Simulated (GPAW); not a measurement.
The system is SnTe.

```
CELL_PARAMETERS angstrom
0.00000 3.15085 3.15085
3.15085 0.00000 3.15085
3.15085 3.15085 0.00000
ATOMIC_POSITIONS crystal
Te 0.50000 0.50000 0.50000
Sn 0.00000 0.00000 0.00000
```

Base run:

| Property | Result |
| --- | --- |
| Program | GPAW 26.7.0 |
| Functional | RPBE |
| Potentials or basis | the program's PAW data sets (release 1.2.1) made for this functional |
| Cutoff | 400 eV |
| Basis | pw |
| k mesh | 6 × 6 × 6 |
| Occupations | fermi-dirac, width 0.001 eV |
| Spin | no spin polarisation |

Its results: band gap on the k mesh 0.08 eV, direct; electronic dielectric tensor (diagonal) 91.17.

Task: The run is repeated on the same cell with these changes: functional from RPBE to GLLB-SC. What comes out?

Result: Band gap on the k mesh, kohn-sham part alone 0.02 eV, direct; electronic dielectric tensor (diagonal) 2904.62.

Caveats: the gap is small at this level, which inflates the dielectric constant; the long-wavelength limit can be off by a per cent or two; spin-orbit coupling is left out, which moves the levels of the heavy elements; a model potential gives levels but no total energy (some runs); response on these states lacks terms of the Hamiltonian (some runs).

A k mesh can miss the band edges.
